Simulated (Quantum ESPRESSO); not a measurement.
A run of Quantum ESPRESSO 7.5 is set up as follows.

The input pw.in:

```
&CONTROL
  calculation = 'vc-relax'
  prefix = 'pwscf'
  outdir = './tmp'
  pseudo_dir = './pseudo'
  tprnfor = .true.
  tstress = .true.
  disk_io = 'low'
  nstep = 40
  forc_conv_thr = 0.0004
  etot_conv_thr = 1d-05
/
&SYSTEM
  ibrav = 0
  nat = 1
  ntyp = 1
  ecutwfc = 56
  nbnd = 13
  occupations = 'smearing'
  smearing = 'fd'
  degauss = 0.00367493
/
&ELECTRONS
  conv_thr = 2d-10
  electron_maxstep = 120
  mixing_beta = 0.5
/
&IONS
  ion_dynamics = 'bfgs'
/
&CELL
  cell_dynamics = 'bfgs'
  press = 0
  press_conv_thr = 0.3
/
ATOMIC_SPECIES
Pb   207.2000 Pb.upf
CELL_PARAMETERS angstrom
  -1.9796595667    1.9796595667    1.9796595667
   1.9796595667   -1.9796595667    1.9796595667
   1.9796595667    1.9796595667   -1.9796595667
ATOMIC_POSITIONS angstrom
Pb     0.0000000000    0.0000000000    0.0000000000
K_POINTS automatic
9 9 9 0 0 0
```

Potentials or basis: PseudoDojo 0.4.1 SR PBEsol standard.

Run with:

```bash
$ OMP_NUM_THREADS=1 mpirun -n 2 pw.x -nk 2 -in pw.in > pw.out
```

(1) What does it give for the space group after relaxing (to 0.05 Å)?

(2) What does it give for the band gap on the k mesh?

(3) What does it give for the relaxed volume?

(4) Predict the relaxed cell.

## Answers

(1) Im-3m (No. 229).

(2) none (metal or under the smearing width).

(3) 29.67 Å³/atom.

(4) a = 3.378 Å, b = 3.378 Å, c = 3.378 Å, α = 109.47°, β = 109.47°, γ = 109.47°.
